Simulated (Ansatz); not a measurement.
**Cu: a tetragonal deformation path**

One table from this session's results is given with a row withheld; the runs are named, their logs left out.

Computed with Ansatz 0.2.0 (DFT PBE, scalar-relativistic, plane waves, PAW, unless a step's input says otherwise).

### The system as given

Symmetry: Fm-3m, No. 225, cubic system. Conventional cell: a = 3.615 Å, b = 3.615 Å, c = 3.615 Å, α = 90.00°, β = 90.00°, γ = 90.00°. Cu (site symmetry m-3m) has 12 Cu at 2.56 Å in its first shell of neighbours.

Coordinates:

```
Cu
1.0
     0.00000    1.80750    1.80750
     1.80750    0.00000    1.80750
     1.80750    1.80750    0.00000
Cu
1
Cartesian
  0.0000 0.0000 0.0000
```

The cell is taken as given, not relaxed at this level.

### Zero of energy

The reference gives a free energy of -6625.1759 eV, pressure 1.79 GPa, largest force 0.000 eV/Å and gap on the mesh none (metal). It was computed beforehand with the settings of the runs below.

The first run:

At fixed volume and fractional coordinates, lengths along (0.000, 0.000, 1.000) are scaled against those across it; ρ is that ratio over its starting value.

input.yaml

```yaml
crystal:
  lattice:
    - [0.0, 2.0289522891, 1.4344692684]
    - [2.0289522891, 0.0, 1.4344692684]
    - [2.0289522891, 2.0289522891, 0.0]
  atoms:
    - { symbol: Cu, position: [0.0, 0.0, 0.0] }
basis:
  ecutwfc: 420
kpoints:
  mp_grid: { grid: [24, 24, 24] }
hamiltonian:
  xc: pbe
scf:
  occupations: { method: gaussian, width: 0.15 }
output:
  forces: true
  stress: true
  eigenvalues: true
  write_density: true
  write_potential: true
  elf: true
  volumetric_format: npy
```

On the command line:

```bash
$ ansatz run input.yaml --threads 1 --pin off --max-ram 2560MiB --backend cpu --events-out ev --progress --plain --runs-dir out
```

Steps of the session up to this table: At ρ = 0.707; ρ = 1.414; Point ρ = 0.850; Point ρ = 1.200; Point ρ = 0.780; Point ρ = 1.300; At ρ = 0.920; Point ρ = 1.100; At ρ = 0.650; Point ρ = 1.500; At ρ = 0.960; At ρ = 1.050.

One table of the session follows, with a row left open; its other results are not shown here.

```
    ρ  ΔE (meV/atom)  pressure (GPa)
0.650           38.2             2.5
0.707           38.3             2.3
0.780           34.0             2.4
0.850           21.8             2.2
0.920              ?               ?
0.960            2.3             1.8
1.000            0.0             1.8
1.050            3.9             1.9
1.100           16.6             2.2
1.200           70.1             3.8
1.300          166.2             7.1
1.414          327.1            12.9
1.500          482.6            18.5
```

**Question.** Estimate the row for ρ = 0.920.

Worked estimate for «ΔE (meV/atom)». A straight line through the neighbours (0.850, 21.8) and (0.960, 2.3) gives 21.8 + (2.3 − 21.8) × (0.920 − 0.850) / (0.960 − 0.850) = 9.4; a parabola fitted to 4 rows on both sides gives 9.3.

**Answer.** ΔE (meV/atom): 8.1; pressure (GPa): 2.0. In «ΔE (meV/atom)» the line misses by +1.3 and the parabola by +1.2.
